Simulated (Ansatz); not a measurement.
Ni:

```
Ni
1.0
     2.44802    0.00000    0.00000
    -1.22401    2.12005    0.00000
     0.00000    0.00000    4.07281
Ni
2
Direct
  0.66667 0.33333 0.75000
  0.33333 0.66667 0.25000
```

This isn't the form of Ni at room conditions, which is fcc.

Alike in all runs: program Ansatz 0.2.0; functional PBE; potentials or basis Ansatz PAW; cutoff 420 eV (not typed: the program's choice for these potentials); k mesh 12 × 12 × 7; occupations fermi-dirac, width 0.05 eV.

Starts and where they ended:

```csv
start,free energy over the lowest (meV/atom),net moment (μB),site or absolute moments (μB),gap
"collinear spin, random start of up to 0.83 μB",0.0,1.30,Ni +0.69,none (metal or under the smearing width)
"collinear spin, ferrimagnetic start of up to 1 μB",0.0,1.30,Ni +0.69,none (metal or under the smearing width)
"collinear spin, antiferromagnetic start of up to 1 μB",0.0,-1.30,Ni -0.69,none (metal or under the smearing width)
no spin polarisation,47.4,-,-,none (metal or under the smearing width)
"collinear spin, ferromagnetic start of up to 1 μB",0.0,1.30,Ni +0.69,none (metal or under the smearing width)
```

Allowing spin polarisation gains 47 meV/atom. A still lower state may exist.

Caveats: the starting moments weren't kept (some runs).
